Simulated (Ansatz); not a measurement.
# Kick test of a cell of Li

The cell was reached from a generator's guess, though it ends in a space group that the Crystallography Open Database lists for this formula.

These are results of DFT PBE, scalar-relativistic, plane waves, PAW in Ansatz 0.2.0, not measurements. Plane waves to 420 eV, a k mesh through Γ of 20×20×20 on the computed 1-atom cell and Gaussian smearing (0.10 eV); no spin polarisation.

The cell below (1 atom, space group P6/mmm (No. 191)) is relaxed within its symmetry.

```xyz
1
Lattice="1.4688 -2.5415 0.0000 1.4688 2.5415 0.0000 0.0000 0.0000 2.7100" Properties=species:S:1:pos:R:3 pbc="T T T"
Li    0.0000    0.0000    0.0000
```

For the test a repeat of it with 8 atoms (edges 5.42, 5.87, 5.87 Å) was strained at random (σ = 1.5 % a component), the atoms were moved at random (σ = 0.15 Å), and all was relaxed again on a coarse 4×4×4 mesh (in the run’s order of axes) with 0.20 eV smearing, with no symmetry imposed.

Problem. Is the structure stable against such a distortion?

Solution. It doesn't return. The energy falls by 79 meV/atom on that mesh, the volume changes by -0.1 %, and the end has space group I4/mmm (No. 139) at a loose tolerance. Relaxed again on a 24×24×24 mesh with 0.10 eV smearing, the new structure lies 65 meV/atom below the first (mesh in the axes of the run's cell; the cell below is made exact in the group named). Space group I4/mmm (No. 139), tetragonal, a = 3.192 Å, c = 3.969 Å. Li has 8 Li at 3.01 Å and 4 Li at 3.19 Å.

```
Li
1.0
    -1.59614    1.59614    1.98440
     1.59614   -1.59614    1.98440
     1.59614    1.59614   -1.98440
Li
1
Direct
  0.00000 0.00000 0.00000
```
